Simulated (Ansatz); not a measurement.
The system is AlNi.

```
Ni Al
1.0
     2.88100    0.00000    0.00000
     0.00000    2.88100    0.00000
     0.00000    0.00000    2.88100
Ni Al
1 1
Direct
  0.50000 0.50000 0.50000
  0.00000 0.00000 0.00000
```

```yaml
Program: Ansatz 0.2.0
Task: relaxation of cell and atoms
Functional: PBEsol
Potentials_or_basis: all-electron LAPW, scalar-relativistic
Basis_error_allowed: 0.001 eV/atom
k_mesh: 9 × 9 × 9
Occupations: fermi-dirac, width 0.05 eV
Spin: collinear spin, ferromagnetic start
Starting_moments: "[1.0, 0.0] μB"
```

At the start: volume 11.96 Å³/atom.

Problem. How do energy, volume and symmetry change on relaxing?

Solution. Over 4 steps the energy falls by 2.6 meV/atom and the volume is 11.71 Å³/atom (-2.1 %); space group Pm-3m (No. 221, to 0.05 Å); moment 0.00 μB per cell.

The path:
```tsv
step	energy change (eV)	largest force (eV/Å)	volume (Å³)
1	0.0000	0.0000	23.91
2	-0.0044	0.0000	23.62
3	-0.0052	0.0000	23.42
4	-0.0052	0.0000	23.42
```

Final structure:
```xyz
2
Lattice="2.8611 0.0000 0.0000 0.0000 2.8611 0.0000 0.0000 0.0000 2.8611" Properties=species:S:1:pos:R:3 pbc="T T T"
Ni    1.4306    1.4306    1.4306
Al    0.0000    0.0000    0.0000
```

Caveat: the starting moments weren't kept.
